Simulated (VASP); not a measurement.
Input of a VASP 6.6.1 run:

run.py

```python
from ase.calculators.vasp import Vasp
from ase.dft.bandgap import bandgap
from ase.io import read

atoms = read('LiH.cif')
calc = Vasp(
    directory='calc',
    xc='pbe',
    pp='PBE',
    setups='recommended',
    pp_version='54',
    prec='Accurate',
    encut=520,
    ediff=1e-06,
    ismear=0,
    sigma=0.02,
    lreal=False,
    lasph=True,
    nelm=100,
    algo='Normal',
    isif=2,
    lwave=False,
    lcharg=False,
    kpts=[11, 11, 11],
    gamma=True,
)
atoms.calc = calc

print('energy (eV):', atoms.get_potential_energy())
print('free energy (eV):', atoms.get_potential_energy(force_consistent=True))
print('forces (eV/A):')
print(atoms.get_forces())
print('stress (eV/A^3, Voigt):', atoms.get_stress())
print('Fermi level (eV):', calc.get_fermi_level())
gap, top, bottom = bandgap(calc)
print('band gap (eV):', gap, 'from (spin, k, band)', top, 'to', bottom)
```

File LiH.cif:

```cif
data_LiH
_cell_length_a 2.88039947
_cell_length_b 2.88039947
_cell_length_c 2.88039947
_cell_angle_alpha 60.00000000
_cell_angle_beta 60.00000000
_cell_angle_gamma 60.00000000
_space_group_name_H-M_alt 'P1'
_space_group_name_Hall 'P 1'
_space_group_IT_number 1
loop_
_space_group_symop_operation_xyz
'x,y,z'
loop_
_atom_site_label
_atom_site_type_symbol
_atom_site_symmetry_multiplicity
_atom_site_Wyckoff_symbol
_atom_site_fract_x
_atom_site_fract_y
_atom_site_fract_z
_atom_site_occupancy
Li1 Li 1 a 0.0000000000 0.0000000000 0.0000000000 1
H1 H 1 a 0.5000000000 0.5000000000 0.5000000000 1
```

Potentials or basis: VASP PAW PBE potentials, release 54 (Li_sv, H).

The run is started by

```sh
$ python run.py
```

Question: Predict the band gap on the k mesh.

Answer: 3.20 eV, direct.

Caveat: an odd mesh through Γ misses points on the zone boundary, where band edges often lie. PBE gaps usually lie below the measured ones, often by a third to a half.
